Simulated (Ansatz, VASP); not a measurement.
# Two plane-wave programs on H3F

```
F H
1.0
     6.74746    0.00000    0.00000
     0.00000    6.74746    0.00000
     0.00000    0.00000    6.74746
F H
6 18
Direct
  0.63041 0.43032 0.39817
  0.86059 0.41984 0.71181
  0.46275 0.52658 0.94201
  0.83156 0.84496 0.55285
  0.18375 0.61227 0.69131
  0.12161 0.94370 0.32099
  0.67754 0.48940 0.27912
  0.77071 0.43257 0.60221
  0.35180 0.54880 0.85569
  0.94365 0.89111 0.48008
  0.05380 0.55140 0.69855
  0.25532 0.92267 0.36384
  0.86936 0.65852 0.15203
  0.80129 0.64230 0.06258
  0.16893 0.44405 0.33156
  0.13910 0.37735 0.24722
  0.21157 0.13020 0.73131
  0.21606 0.20255 0.64674
  0.46671 0.00782 0.95285
  0.51032 0.93177 0.88200
  0.82359 0.14205 0.16528
  0.77626 0.14484 0.06461
  0.46245 0.83831 0.42976
  0.48795 0.93006 0.37001
```

Alike in both runs: functional PBE; dispersion D3(BJ); k mesh 1 × 1 × 1; occupations fermi-dirac, width 0.02 eV; no spin polarisation.

Ansatz relaxed the structure, and its values are those at the end. VASP's run is a single point on that final structure, the one shown.

```csv
,VASP,Ansatz
version,VASP 6.6.1,Ansatz 0.2.0
potentials or method,"VASP PAW PBE potentials, release 64 (F, H)","scalar-relativistic, plane waves, PAW"
plane-wave cutoff (eV),520,420
valence electrons in the cell,60,60
```

```csv
,VASP,Ansatz,Ansatz less VASP
gap on the k mesh at the Fermi level (eV),8.33,8.36,+0.030
rms of the force components (eV/Å),0.101,0.105,+0.0041
dispersion energy (meV/atom),-20.8,-20.8,0.00
```

Ansatz warned: «xc_potential_rough_in_thin_density».

Expect the measured gap to be larger: semilocal functionals such as PBE lack the derivative discontinuity.
